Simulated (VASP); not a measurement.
MgS: equation of state with PBEsol

Crystal: MgS.

```
S Mg
1.0
     0.00000    2.82470    2.82470
     2.82470    0.00000    2.82470
     2.82470    2.82470    0.00000
S Mg
1 1
Cartesian
  1.4123 1.4123 1.4123
  0.0000 0.0000 0.0000
```

The cell comes from a database or a generator and needn't be the stable form of this composition.

```
Program                : VASP 6.6.1
Task                   : equation of state
Functional             : PBEsol
Potentials or basis    : VASP PAW PBE potentials, release 64 (S, Mg)
Cutoff                 : 520 eV
k mesh                 : 8 × 8 × 8
Occupations            : gaussian, width 0.02 eV
Spin                   : no spin polarisation
Ladder                 : gaps
Further INCAR settings : ALGO = Fast; EDIFF = 1e-06
```

```
Equilibrium volume                      : 22.54 Å³/atom
Bulk modulus                            : 58 GPa
Pressure derivative of the bulk modulus : 4.0 (rough: it moves with the points fitted)
```

Energy against volume, from the lowest point:
| volume (Å³/atom) | energy (meV/atom) |
| --- | --- |
| 21.637 | 7.13 |
| 22.087 | 1.75 |
| 22.538 | 0.00 |
| 22.989 | 1.55 |
| 23.440 | 6.07 |

All runs of the series together: 63 s on 1 thread of AMD EPYC 7R13 Processor (Zen 3), with other jobs on the host.

Caveat: the PAW data sets were made with another functional, which shifts forces and pressure a little.
